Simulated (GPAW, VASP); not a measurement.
Given: the input of a run of VASP 6.6.1 on TiSi2. The cell is a database's computed one, not the measured one.

File INCAR:

```
SYSTEM = TiSi2
  PREC = Accurate
  ENCUT = 520
  EDIFF = 1E-6
  ISMEAR = 0
  SIGMA = 0.014
  LREAL = .False.
  LASPH = .True.
  NELM = 60
  ALGO = Normal
  ISIF = 2
  LWAVE = .False.
  LCHARG = .False.
  GGA = PE
```

The input KPOINTS:

```
Automatic mesh
0
Gamma
  7 7 7
  0 0 0
```

Contents of POSCAR:

```
TiSi2
1.0
    0.0000000000      4.1175163063      4.2628978354
    2.3895119538      0.0000000000      4.2628978354
    2.3895119538      4.1175163063      0.0000000000
Ti Si
2 4
Direct
    0.7500000000      0.7500000000      0.7500000000
    0.5000000000      0.5000000000      0.5000000000
    0.4125656100      0.0874343900      0.4125656100
    0.0874343900      0.4125656100      0.0874343900
    0.1625656100      0.8374343900      0.1625656100
    0.8374343900      0.1625656100      0.8374343900
```

Potentials or basis: VASP PAW PBE potentials, release 64 (Ti_sv, Si).

The run is started by

```sh
$ cat potpaw_PBE.64/Ti_sv/POTCAR potpaw_PBE.64/Si/POTCAR > POTCAR
$ mpirun -np 1 vasp_std > vasp.out
```

**Question.** What does the same run look like in GPAW 26.7.0 (ASE script)? Potentials or basis there: GPAW PAW data sets (gpaw-data 1.2.1), cutoff 600 eV.

**Answer.** As run (cutoffs and basis follow the program's own potentials, and thresholds, step limits or extra output files can differ):

File run.py:

```python
from ase.dft.bandgap import bandgap
from ase.io import read, write
from ase.units import GPa
from gpaw import GPAW, PW

atoms = read('POSCAR')

calc = GPAW(mode=PW(600),
            xc='PBE',
            kpts={'size': (7, 7, 7), 'gamma': True},
            occupations={'name': 'methfessel-paxton', 'order': 0, 'width': 0.014},
            nbands=38,
            convergence={'density': 1e-05, 'energy': 1e-05},
            maxiter=150,
            txt='gpaw.txt')
atoms.calc = calc
energy = atoms.get_potential_energy()
forces = atoms.get_forces()
stress = atoms.get_stress()
calc.write('gs.gpw')
write('result.traj', atoms)
print(f'Energy: {energy:.6f} eV')
print('Forces (eV/A):')
print(forces.round(4))
print('Stress (GPa):', (stress / GPa).round(3))
print('Fermi level:', round(calc.get_fermi_level(), 4), 'eV')
print(f'Gap: {bandgap(calc)[0]:.4f} eV, direct: {bandgap(calc, direct=True)[0]:.4f} eV')
```

Contents of POSCAR:

```
TiSi2
1.0
    0.0000000000      4.1175163063      4.2628978354
    2.3895119538      0.0000000000      4.2628978354
    2.3895119538      4.1175163063      0.0000000000
Ti Si
2 4
Direct
    0.7500000000      0.7500000000      0.7500000000
    0.5000000000      0.5000000000      0.5000000000
    0.4125656100      0.0874343900      0.4125656100
    0.0874343900      0.4125656100      0.0874343900
    0.1625656100      0.8374343900      0.1625656100
    0.8374343900      0.1625656100      0.8374343900
```

Potentials or basis: GPAW PAW data sets (gpaw-data 1.2.1), pw.

Run with:

```bash
$ OMP_NUM_THREADS=1 python run.py
```

Both were run:

|  | VASP | GPAW |
| --- | --- | --- |
| Pressure | 2.0 GPa | 2.4 GPa |

Pressure is positive in compression.
